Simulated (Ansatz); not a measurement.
Crystal: InP.

```
In P
1.0
     0.00000    2.93050    2.93050
     2.93050    0.00000    2.93050
     2.93050    2.93050    0.00000
In P
1 1
Direct
  0.00000 0.00000 0.00000
  0.75000 0.75000 0.75000
```

A run of Ansatz 0.2.0 on this cell left the log below. Logs are shortened: lines on timing, memory, paths and dates and some standing lists are left out, and cuts for length are marked.

```text
Warning: RAYON_NUM_THREADS=2 ignored (pool sized by the plan → 2); use --threads N
Engine: ansatz 0.2.0, x86_64-unknown-linux-gnu
Pseudopotentials: kind: paw
Pseudopotential: In, paw, valence charge 13, recommended cutoff 420 eV (normal), In.paw.azcp
Pseudopotential: P, paw, valence charge 5, recommended cutoff 420 eV (normal), P.paw.azcp
Functional definition: PBE
  parameter kappa = 0.804
  parameter beta = 0.06672455060314922
  exchange = pbe_x(kappa = kappa, mu = beta*pi^2/3)
  correlation = pbe_c(beta = beta)
Crystal: 2 atoms, lattice volume = 50.333 Å³
Basis set: ecut = 420 eV, 941 PW (Γ), exchange–correlation on 60×60×60 points (8 copies of the dense FFT grid, shifted against one another)
Bands: 13, of which v1, the nominal top of the filled ones, is band 9 counted from 1 (8 counted from 0)
Symmetry: 24 space group operations
Space group: F-43m (ITA 216), of the structure as read, at distance tolerance 3.7e-5 Å
k-points: 29 of 512 (time reversal used)
Non-local potential: In, projectors of the file, l = 0: 2, l = 1: 2, l = 2: 2, l = 3: 2
Non-local potential: P, projectors of the file, l = 0: 2, l = 1: 2, l = 2: 2
PAW form: soft (Blöchl's): semilocal exchange-correlation on the pseudo side does not see the compensation charge
PAW one-centre angular grid: In, 590 points (default); XC on 64 Gauss nodes
PAW one-centre angular grid: P, 110 points (default); XC on 64 Gauss nodes
Initial density: superposition of atomic densities (neutral atoms: chi_scale 0, normalization atom), corrected by the library's trained network
Initial wavefunctions: pseudopotential atomic-orbital guess
Functional: x = pbe(κ = 0.804, μ = 0.2195149727645171), c = pbe(β = 0.06672455060314922)
SCF iter   1: F=—  HF=-6353.983265 eV  |F-HF|=—  |Δ(HF+E_count)|=         —  Δρ=1.96e-3  dr2=4.08e-3  ethr=1.77e-3  ⟨swp⟩=6.6  Hψ=2618  notcnv=0
preconditioner: auto → none  [insulator: Δε(μ)=0.702 eV  Ē_g=14.748 eV  σ=0.013 eV  W_gap=1.00  n_scr=14 (ndim 8)  ℏωp=22.2 eV  f_vac=0.021  D(μ)=0.00/eV (n_scr^D=0)  ε∞_Penn≈3.3]
SCF iter   2: F=—  HF=-6353.981167 eV  |F-HF|=—  |Δ(HF+E_count)|=   2.10e-3  Δρ=1.21e-3  dr2=7.30e-4  ethr=2.26e-5  ⟨swp⟩=3.0  Hψ=1089  notcnv=0
SCF iter   3: F=—  HF=-6353.980961 eV  |F-HF|=—  |Δ(HF+E_count)|=   2.06e-4  Δρ=3.63e-4  dr2=6.63e-5  ethr=4.06e-6  ⟨swp⟩=2.0  Hψ=751  notcnv=0
SCF iter   4: F=—  HF=-6353.981006 eV  |F-HF|=—  |Δ(HF+E_count)|=   4.52e-5  Δρ=1.20e-4  dr2=5.59e-6  ethr=3.68e-7  ⟨swp⟩=2.0  Hψ=690  notcnv=0
SCF iter   5: F=—  HF=-6353.981008 eV  |F-HF|=—  |Δ(HF+E_count)|=   1.73e-6  Δρ=6.48e-5  dr2=1.98e-6  ethr=3.10e-8  ⟨swp⟩=2.0  Hψ=642  notcnv=0
SCF iter   6: F=-6353.981007 eV  HF=-6353.981007 eV  |F-HF|=3.18e-8  |Δ(HF+E_count)|=   4.27e-7  Δρ=1.17e-5  dr2=6.09e-8  ethr=5.56e-10  ⟨swp⟩=5.0  Hψ=2125  notcnv=0
SCF 1 converged in 6 iterations: F = -6353.981007 eV  dr2 = 6.09e-8
  greatest PAW one-centre occupation: 0.981 electrons in one spin orbital (limit 2), on the In atom at site 0 (counted from 0), in its partial waves of l = 2
SCF converged after 6 iterations
Free energy (F): -6353.981007 eV
Harris-Foulkes:  -6353.981007 eV  (|F-HF|=3.18e-8)
Internal energy: -6353.981007 eV  (E = F + TS)
E sigma→0 (E₀):  -6353.981007 eV
Fermi energy:    7.354300 eV
--- Per-component energies (eV) ---
  E_band       = -52.082746
  E_kinetic    = 313.783897
  E_local      = -1398.245026  (includes V_loc(G=0)·N_el)
  E_nonlocal   = 401.492559
  E_hartree    = 551.616190
  E_xc         = -276.703350
  E_vxc        = -160.008989  (∫ρ·V_xc dr)
  E_paw        = -4725.217020  (= ΣΔE_a)
  E_vpaw       = -312.345037  (= ΣTr[D̂ρ^β])
  E_aug_tail   = 0.000030  (compensation charges beyond the density's cutoff)
  E_ewald      = -1220.708286
  E_smearing   = -0.000000  (= −TS)
  E_closure    = -0.000000  (closes the sum)
  Σ components = -6353.981007   (vs F -6353.981007, Δ=0.00e0)
--- Forces (eV/Å), atoms counted from 1 ---
  atom   1  In    -0.00000000    -0.00000000    -0.00000000
  atom   2  P      0.00000000    -0.00000000    -0.00000000
  max |Σ_I F_I| component: 8.79e-17 eV/Å
--- Stress (GPa, compression-positive) ---
        3.335848       0.000000      -0.000000
        0.000000       3.335848       0.000000
       -0.000000       0.000000       3.335848
  P = ⅓ Tr σ = 3.3358 GPa (33.358 kbar)
--- Band table (eV; the first three rows and the last of 29) ---
  k-point 0: bands = ["-7.1903", "-7.1903", "-7.1903", "-7.0381", "-7.0381", "-4.5204", "6.9965", "6.9965", "6.9965", "7.7119", "11.0859", "11.0859", "11.0859"]
  k-point 1: bands = ["-7.2094", "-7.1829", "-7.1829", "-7.0380", "-7.0380", "-4.3418", "5.4593", "6.8105", "6.8105", "8.6538", "11.2396", "11.3627", "11.3627"]
  k-point 2: bands = ["-7.2528", "-7.1670", "-7.1670", "-7.0354", "-7.0354", "-3.8433", "3.5580", "6.4395", "6.4395", "8.7952", "11.7856", "11.7856", "12.3172"]
  k-point 28: bands = ["-7.3425", "-7.1302", "-7.0942", "-7.0586", "-7.0230", "-2.0633", "1.3993", "4.0455", "4.0868", "11.2877", "11.3771", "12.5667", "13.2013"]
```

Problem. What input gives this log?

Solution. Single point with PBE, no spin polarisation. The files as run (others can give the same):

input.yaml
```yaml
crystal:
  lattice:
    - [0.0, 2.9305, 2.9305]
    - [2.9305, 0.0, 2.9305]
    - [2.9305, 2.9305, 0.0]
  atoms:
    - { symbol: In, position: [0.0, 0.0, 0.0] }
    - { symbol: P, position: [0.75, 0.75, 0.75] }
hamiltonian:
  xc: pbe
  pseudopotentials: { kind: paw }
kpoints:
  mp_grid: { grid: [8, 8, 8] }
scf:
  occupations: { method: gaussian, width: 0.013 }
output:
  forces: true
  stress: true
  eigenvalues: true
```

Potentials or basis: Ansatz PAW.
Command:
```sh
$ ansatz run input.yaml --threads 2 --pin off --max-ram 5632MiB --backend cpu --events-out ev --progress --plain --runs-dir out
```

Caveat: spin-orbit coupling is left out, which moves the levels of the heavy elements.
